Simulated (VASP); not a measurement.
A run of VASP 6.6.1 is set up as follows.

INCAR

```
PREC     = Accurate       # precision mode
ENCUT    = 520            # plane-wave cutoff, eV
EDIFF    = 1E-7           # SCF threshold, eV
ISMEAR   = 0              # smearing method
SIGMA    = 0.05           # smearing width, eV
LREAL    = F              # projectors in reciprocal space
LASPH    = T              # aspherical terms in the spheres
NELM     = 100            # most SCF steps
ALGO     = Fast           # electronic algorithm
ISIF     = 2              # what is computed and relaxed
LWAVE    = F              # write WAVECAR
LCHARG   = T              # write CHGCAR
GGA      = PS             # functional
LELF     = T              # ELF
LVHAR    = T            
NBANDS   = 15             # bands
```

The input KPOINTS:

```
regular mesh
0
Gamma
  8 8 8
```

POSCAR

```
KBr
1.0
    0.4131148167      3.5114759418      3.5114759418
    3.5114759418      0.4131148167      3.5114759418
    3.5114759418      3.5114759418      0.4131148167
K Br
1 1
Direct
    0.0000000000      0.0000000000      0.0000000000
    0.5000000000      0.5000000000      0.5000000000
```

Potentials or basis: VASP PAW PBE potentials, release 64 (K_sv, Br).

Run with:

```sh
$ cat potpaw_PBE.64/K_sv/POTCAR potpaw_PBE.64/Br/POTCAR > POTCAR
$ mpirun -np 1 vasp_std > vasp.out
```

Question: Predict the pressure.

Answer: -0.4 GPa.

Question: Predict the band gap on the k mesh.

Answer: 3.92 eV, direct.

Stress tensor (GPa, compression positive):
```
-0.42 -0.89 -0.89
-0.89 -0.42 -0.89
-0.89 -0.89 -0.42
```

Caveat: the PAW data sets were made with another functional, which shifts forces and pressure a little. As with any semilocal functional, this PBEsol gap is likely too small.
